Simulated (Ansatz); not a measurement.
# BaTiO3 (P1) in Ansatz: a series of runs

One crystal, BaTiO3, is run at these levels: RPBE+D3(BJ), PBE, PBE+U; tasks: relaxation of cell and atoms, single point.

All numbers are computed with Ansatz 0.2.0; they aren't measurements. Logs are shortened: lines on timing, memory, paths and dates and some standing lists are left out, and cuts for length are marked.

### 1 The structure

The typed cell holds 10 atoms: a = 4.000 Å, b = 4.018 Å, c = 8.000 Å, α = 90.00°, β = 90.00°, γ = 90.00°.

### 2 Relaxation of cell and atoms, RPBE+D3(BJ)

File input.yaml:

```yaml
crystal:
  lattice:
    - [-3.9998, 0.0, 0.0]
    - [0.0, 0.0, -4.018]
    - [0.0, -7.9996, 0.0]
  atoms:
    - { symbol: Ba, position: [0.00144355, 0.02304186, 0.50759263] }
    - { symbol: Ba, position: [0.99855645, 0.97695814, 0.99240737] }
    - { symbol: Ti, position: [0.48032989, 0.56318885, 0.23579995] }
    - { symbol: Ti, position: [0.51967011, 0.47281115, 0.76420005] }
    - { symbol: O, position: [0.49380053, 0.96597287, 0.25815002] }
    - { symbol: O, position: [0.50619947, 0.00202713, 0.74184998] }
    - { symbol: O, position: [0.50761037, 0.49933203, 0.50744356] }
    - { symbol: O, position: [0.49238963, 0.47066797, 0.99255644] }
    - { symbol: O, position: [0.0152243, 0.48840562, 0.27113375] }
    - { symbol: O, position: [0.9847757, 0.48159438, 0.72886625] }
hamiltonian:
  xc: rpbe
  pseudopotentials: { kind: paw }
  dispersion: d3bj
kpoints:
  mp_grid: { grid: [7, 7, 4] }
scf:
  occupations: { method: fermi_dirac, width: 0.05 }
output:
  forces: true
  stress: true
  eigenvalues: true
relax:
  f_tol: 0.01
  max_steps: 40
  cell: { stress_tol: 0.05 }
```

Potentials or basis: Ansatz PAW.

Started as:

```sh
ansatz run input.yaml --threads 4 --pin off --max-ram 11264MiB --backend cpu --events-out ev --progress --plain --runs-dir out
```

The log of the run:

```text
Warning: RAYON_NUM_THREADS=4 ignored (pool sized by the plan → 4); use --threads N
Engine: ansatz 0.2.0, aarch64-unknown-linux-gnu
Pseudopotentials: kind: paw
Pseudopotential: Ba, paw, valence charge 10, recommended cutoff 420 eV (normal), Ba.paw.azcp
Pseudopotential: Ti, paw, valence charge 12, recommended cutoff 420 eV (normal), Ti.paw.azcp
Pseudopotential: O, paw, valence charge 6, recommended cutoff 420 eV (normal), O.paw.azcp
Functional definition: RPBE
  parameter kappa = 0.804
  parameter beta = 0.06672455060314922
  exchange = rpbe_x(kappa = kappa, mu = beta*pi^2/3)
  correlation = pbe_c(beta = beta)
Crystal: 10 atoms, lattice volume = 128.563 Å³
Basis set: ecut = 420 eV, 2475 PW (Γ), exchange–correlation on 54×54×108 points (8 copies of the dense FFT grid, shifted against one another)
Bands: 50, of which v1, the nominal top of the filled ones, is band 40 counted from 1 (39 counted from 0)
Symmetry: 1 space group operations
Space group: P1 (ITA 1), of the structure as read, at distance tolerance 5.0e-5 Å
k-points: 99 of 196 (time reversal used)
Non-local potential: Ba, projectors of the file, l = 0: 3, l = 1: 2, l = 2: 2, l = 3: 2
Non-local potential: Ti, projectors of the file, l = 0: 3, l = 1: 2, l = 2: 3, l = 3: 1
Non-local potential: O, projectors of the file, l = 0: 2, l = 1: 2, l = 2: 1
PAW form: soft (Blöchl's): semilocal exchange-correlation on the pseudo side does not see the compensation charge
PAW frozen core: Ba, regenerated for the run's functional, and the local potential with it (the file was generated under x = pbe(κ = 0.804, μ = 0.2195149727645171), c = pbe(β = 0.06672455060314922))
PAW frozen core: Ti, regenerated for the run's functional, and the local potential with it (the file was generated under x = pbe(κ = 0.804, μ = 0.2195149727645171), c = pbe(β = 0.06672455060314922))
PAW frozen core: O, regenerated for the run's functional, and the local potential with it (the file was generated under x = pbe(κ = 0.804, μ = 0.2195149727645171), c = pbe(β = 0.06672455060314922))
PAW one-centre angular grid: Ba, 194 points (default); XC on 64 Gauss nodes
PAW one-centre angular grid: Ti, 590 points (default); XC on 64 Gauss nodes
PAW one-centre angular grid: O, 110 points (default); XC on 64 Gauss nodes
Initial density: superposition of atomic densities (neutral atoms: chi_scale 0, normalization atom), corrected by the library's trained network
Initial wavefunctions: pseudopotential atomic-orbital guess
Functional: x = rpbe, c = pbe(β = 0.06672455060314922)
[... 121 lines left out ...]
  E_core_change = -0.329842  (= ΣΔE_core)
  E_smearing   = -0.000000  (= −TS)
  E_closure    = 0.000000  (closes the sum)
  Σ components = -20373.790653   (vs F -20373.790653, Δ=0.00e0)
--- Forces (eV/Å), atoms counted from 1 ---
  atom   1  Ba    -0.00014135    -0.00024666     0.00003695
  atom   2  Ba    -0.00013560     0.00022849    -0.00002183
  atom   3  Ti     0.00024524     0.00080266     0.00065027
  atom   4  Ti    -0.00033013    -0.00006790     0.00019998
  atom   5  O     -0.00006323    -0.00010415    -0.00050584
  atom   6  O      0.00010345     0.00001308    -0.00012876
  atom   7  O     -0.00001531     0.00040819    -0.00007792
  atom   8  O      0.00011057    -0.00074321     0.00003677
  atom   9  O     -0.00015051    -0.00024334    -0.00012493
  atom  10  O      0.00037685    -0.00004715    -0.00004644
  max |Σ_I F_I| component: 1.82e-5 eV/Å
--- Stress (GPa, compression-positive) ---
       -0.002952      -0.000398       0.000886
       -0.000398      -0.006404       0.000400
        0.000886       0.000400      -0.003416
  P = ⅓ Tr σ = -0.0043 GPa (-0.043 kbar)
--- Band table (eV; the first three rows and the last of 99) ---
  k-point 0: bands = ["-44.1396", "-44.1380", "-20.4561", "-20.3666", "-20.3666", "-20.3665", "-20.3627", "-20.3627", "-12.3753", "-12.1543", "-5.5553", "-5.0683", "-4.4999", "-4.4999", "-4.4560", "-3.9550", "2.4045", "2.4045", "2.4045", "2.6507", "2.6507", "3.0609", "7.8142", "9.1387", "9.1387", "9.8904", "9.9198", "9.9199", "9.9199", "10.0817", "10.1495", "10.1495", "10.7613", "10.7613", "10.7613", "11.4252", "11.4252", "12.0878", "12.0879", "12.0879", "14.1342", "14.1342", "14.1342", "14.2979", "16.1880", "16.1880", "16.8056", "16.8057", "16.8348", "17.4929"]
  k-point 1: bands = ["-44.1394", "-44.1383", "-20.4431", "-20.3798", "-20.3660", "-20.3660", "-20.3633", "-20.3633", "-12.3444", "-12.1882", "-5.4675", "-5.1026", "-4.4935", "-4.4686", "-4.4624", "-4.0633", "2.4384", "2.4384", "2.5018", "2.6122", "2.6123", "2.9651", "8.1126", "9.2756", "9.2756", "9.6036", "9.8506", "9.8506", "10.0008", "10.1857", "10.1858", "10.2963", "10.5780", "10.5780", "10.6122", "11.5006", "11.5007", "11.6547", "11.9558", "11.9558", "14.1572", "14.2729", "14.5016", "14.5016", "15.9223", "15.9224", "16.8166", "16.8332", "17.2886", "17.8024"]
  k-point 2: bands = ["-44.1389", "-44.1388", "-20.4117", "-20.4116", "-20.3647", "-20.3647", "-20.3645", "-20.3645", "-12.2678", "-12.2677", "-5.2644", "-5.2642", "-4.4781", "-4.4779", "-4.2984", "-4.2982", "2.5230", "2.5230", "2.5231", "2.5231", "2.7341", "2.7341", "8.8480", "8.8482", "9.5971", "9.5971", "9.5973", "9.5973", "10.2873", "10.2874", "10.3113", "10.3114", "10.3115", "10.3116", "10.8818", "10.8819", "11.7046", "11.7047", "11.7048", "11.7048", "14.2140", "14.2141", "15.2542", "15.2542", "15.2544", "15.2544", "16.8277", "16.8279", "18.1886", "18.1889"]
  k-point 98: bands = ["-44.1376", "-44.1365", "-20.4495", "-20.4450", "-20.4361", "-20.3789", "-20.3761", "-20.3750", "-12.1242", "-12.0352", "-5.3205", "-4.8603", "-4.4014", "-4.2964", "-4.2397", "-4.0913", "2.2015", "2.2736", "2.4054", "2.6870", "2.7424", "2.9155", "7.7278", "7.8354", "8.1041", "8.2338", "8.8489", "9.1757", "9.2000", "9.2792", "9.3925", "9.6839", "10.0060", "10.6310", "10.8096", "11.0787", "11.1068", "11.1540", "11.3095", "11.8827", "14.9638", "16.1072", "16.1334", "16.1647", "16.2545", "16.5574", "17.6558", "18.4707", "19.4848", "20.0135"]
--- Relaxed structure (6 steps of the walk, 6 accepted, 2 SCFs on fresh bases) ---
  F+E_penalty+E_count = -20373.79065256 eV   max|allowed force component| = 8.027e-4 eV/Å   (the final SCF, on the basis selected at the relaxed cell)
  cell:  # Å, volume = 115.0002 Å³
    - [-3.8597137219780713, -4.787842805503658e-6, 1.0642200917443887e-5]
    - [1.0690625352840027e-5, 4.816880097047042e-6, -3.859719025434266]
    - [-9.575685611007316e-6, -7.71947484271507, 9.590122952796795e-6]
  atoms:
    - { symbol: Ba, position: [-5.003175326949342e-6, -0.005592324314572026, 0.5000020295731183] }
    - { symbol: Ba, position: [0.9999960028197774, 0.9944069117528778, 1.0000040015359215] }
    - { symbol: Ti, position: [0.5000068784937896, 0.4944390440613144, 0.25001410130102586] }
    - { symbol: Ti, position: [0.49998023306821343, 0.4944180890863194, 0.7500111321629889] }
    - { symbol: O, position: [0.4999924445190431, 0.9943829046115549, 0.24999596469908383] }
    - { symbol: O, position: [0.5000133299130765, -0.005607086451086718, 0.7499952540818451] }
    - { symbol: O, position: [0.5000019259116553, 0.49438788565590425, 0.4999974356111151] }
    - { symbol: O, position: [0.5000064234617442, 0.49439154834587057, 0.9999936192651252] }
    - { symbol: O, position: [-3.851225320846504e-6, 0.494380111273514, 0.24999288211484863] }
    - { symbol: O, position: [1.0000116162133483, 0.49439291597830387, 0.7499935796549286] }
```

It took 2.9 min on 4 threads of Arm Neoverse V1, shared host; peak memory 0.79 GiB.

What came out:

| Property | Result |
| --- | --- |
| Free energy | -20373.7907 eV |
| Relaxed volume | 11.50 Å³/atom |
| Relaxed cell | a = 3.860 Å, b = 3.860 Å, c = 7.719 Å, α = 90.00°, β = 90.00°, γ = 90.00° |
| Space group after relaxing (to 0.05 Å) | Pm-3m (No. 221) |
| Energy gained by relaxing | 265.5 meV/atom |
| Ionic steps | 8 |
| Pressure after relaxing | 0.0 GPa |
| Band gap on the k mesh | 2.05 eV, direct |

The path:
```
step  energy change (eV)  largest force (eV/Å)  volume (Å³)
   1              0.0000                6.8833       128.56
   2             -2.1307                3.6049       118.51
   3             -2.6647                0.1264       115.98
   4             -2.6772                0.0096       115.14
   5             -2.6775                0.0012       115.21
   6             -2.6545                0.0012       115.21
   7             -2.6554                0.0011       115.00
   8             -2.6549                0.0011       115.00
```

Final structure:
```
Ba Ti O
1.0
    -3.85971    0.00000    0.00001
     0.00001    0.00000   -3.85972
    -0.00001   -7.71947    0.00001
Ba Ti O
2 2 6
Direct
  0.99999 0.99441 0.50000
  0.00000 0.99441 0.00000
  0.50001 0.49444 0.25001
  0.49998 0.49442 0.75001
  0.49999 0.99438 0.25000
  0.50001 0.99439 0.75000
  0.50000 0.49439 0.50000
  0.50001 0.49439 0.99999
  0.00000 0.49438 0.24999
  0.00001 0.49439 0.74999
```

Caveat: odd divisions of the mesh miss points on the zone boundary, where band edges often lie, so the gap on the mesh can be too wide; the plane-wave basis is chosen anew once the cell has moved, so the energies of steps on either side of that aren't comparable; the pressure holds a Pulay correction of +0.5 GPa for the finite cutoff; spin-orbit coupling is left out, which moves the levels of the heavy elements; the volume moved by -11 % from the deposited cell, more than functionals usually miss; the PAW data sets come from PBE, with cores solved anew for the run's functional, which leaves a small shift of forces and pressure. A k mesh can miss the band edges.

[end of part 1 of 2]
